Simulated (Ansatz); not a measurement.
Runs of Ansatz 0.2.0 on WS2. The cell holds a slab with vacuum, 3 atoms: a = 3.184 Å, b = 3.184 Å, c = 16.951 Å, α = 90.00°, β = 90.00°, γ = 120.00°. 

```tsv
level	gap on the mesh (eV)	relaxed volume (Å³/atom)
PBE+D3(BJ)	2.21	(b)
PBE	(a)	49.75
PBE+D4	2.22	48.78
PBE+D3(BJ)-ATM	2.21	48.87
```

Alike in all rows: task relaxation of cell and atoms; potentials or basis Ansatz PAW; no spin polarisation; cell relaxed; k mesh 10 × 10 × 2; cutoff (eV) 420; smearing fermi-dirac 0.05 eV.

Q: Fill in the values left out.

A: (a) 2.03; (b) 48.82.

Caveats: the plane-wave basis is chosen anew once the cell has moved, so the energies of steps on either side of that aren't comparable; spin-orbit coupling is left out, which moves the levels of the heavy elements.

A k mesh can miss the band edges, and the runs leave out spin-orbit coupling on W.
